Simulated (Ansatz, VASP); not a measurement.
## W in VASP and in Ansatz

```
W
1.0
    -1.58234    1.58234    1.58234
     1.58234   -1.58234    1.58234
     1.58234    1.58234   -1.58234
W
1
Cartesian
  0.0000 0.0000 0.0000
```

Alike in both runs: task relaxation of cell and atoms; functional PBEsol; dispersion D4; k mesh 12 × 12 × 12; occupations fermi-dirac, width 0.05 eV; no spin polarisation.

```csv
,VASP,Ansatz
version,VASP 6.6.1,Ansatz 0.2.0
potentials or method,"VASP PAW PBE potentials, release 64 (W_sv), cutoff 600 eV","all-electron LAPW, scalar-relativistic"
```

Ansatz gave:

* relaxed volume (Å³/atom): 15.50
* relaxed cell length with the largest relative difference (Å): 2.721
* energy change over the relaxation (meV/atom): -7

Q: Estimate VASP's values.

A: Relaxed volume (Å³/atom): 15.54; relaxed cell length with the largest relative difference (Å): 2.723; energy change over the relaxation (meV/atom): -6.

Ansatz ran all-electron here, so the differences hold the error of VASP's frozen core and of both bases.

Caveats: the PAW data sets were made with another functional, which shifts forces and pressure a little (VASP); pairwise dispersion overbinds metals, which lowers pressure and volume (VASP). Spin-orbit coupling is left out, which matters for the levels of W.
